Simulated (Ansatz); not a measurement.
# MgTe, a database entry at a rescaled volume

```xyz
4
Lattice="2.2956 3.9761 0.0000 -2.2956 3.9761 0.0000 0.0000 0.0000 7.4455" Properties=species:S:1:pos:R:3 pbc="T T T"
Mg    0.0000    2.6508    0.0000
Mg    0.0000    5.3015    3.7228
Te    0.0000    2.6508    2.8665
Te    0.0000    5.3015    6.5893
```

The numbers come from plane-wave PAW DFT (Ansatz): PBE, no spin polarisation, 420 eV, 7×7×4 Γ-centred k points, fermi-dirac occupations (width 0.1 eV). Nothing was relaxed.

Task: Metal or insulator? Give the gap.

Result: The gap is 2.35 eV, direct at the points sampled.

Task: What do density and ELF say about some of the short contacts?

Result: Mg–Te at 2.79 Å: least valence density 0.19 e/Å³ and ELF 0.10 there, a closed-shell (ionic or weak) contact. Both are smooth PAW fields, read partly inside the augmentation spheres.

Task: Is it stable against the elements?

Result: -0.88 eV an atom against the elements' usual phases (free molecules for gases, crystals otherwise, with no correction for O₂ or N₂), so it is bound against them; other compounds may still compete. Relaxing would lower it.

Task: What is the character of the valence top and the conduction bottom?

Result: Within 0.7 eV of the edges, the states project mainly on Te p (97 %) below the gap and on Mg s (62 %) and Te s (21 %) above it.

Task: What does the stress say?

Result: The pressure is 0.5 GPa (compression positive), so with the atoms held at these fractions the cell would first expand. The principal stresses -0.1, 0.9, 0.9 GPa differ, so its shape would change too.

Origin: a database entry at a rescaled volume. Caveats: no spin-orbit coupling, which can shift this gap by tenths of an eV.
